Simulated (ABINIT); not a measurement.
MoSe2:

```
Mo Se
1.0
     3.28800    0.00000    0.00000
    -1.64400    2.84749    0.00000
     0.00000    0.00000   12.90000
Mo Se
2 4
Cartesian
  1.6440 0.9492 9.6750
  0.0000 1.8983 3.2250
  1.6440 0.9492 4.8375
  0.0000 1.8983 11.2875
  1.6440 0.9492 1.6125
  0.0000 1.8983 8.0625
```

Base run:

- Program: ABINIT 10.8.3 (patched build)
- Functional: PBE
- Potentials or basis: JTH PAW PBE v2.0
- Cutoff: 408 eV
- k mesh: 9 × 9 × 2
- Occupations: fermi-dirac, width 0.05 eV
- Spin: no spin polarisation

Its results: band gap on the k mesh 0.89 eV, indirect (least direct gap 1.38 eV); pressure 8.3 GPa; largest force 1.138 eV/Å.

The run is repeated on the same cell with these changes: functional from PBE to LDA; potentials or basis from JTH PAW PBE v2.0 to JTH PAW LDA v2.0. What comes out?

Band gap on the k mesh 0.87 eV, indirect (least direct gap 1.38 eV); pressure 0.8 GPa; largest force 0.614 eV/Å.

Caveats: the cell's inner coordinates are idealised or old, which leaves forces on the atoms; this functional lacks dispersion, which binds the layers, so the pressure and a relaxed spacing across them are unreliable (some runs); the mesh misses the band edges, which the band path finds closer together (some runs).
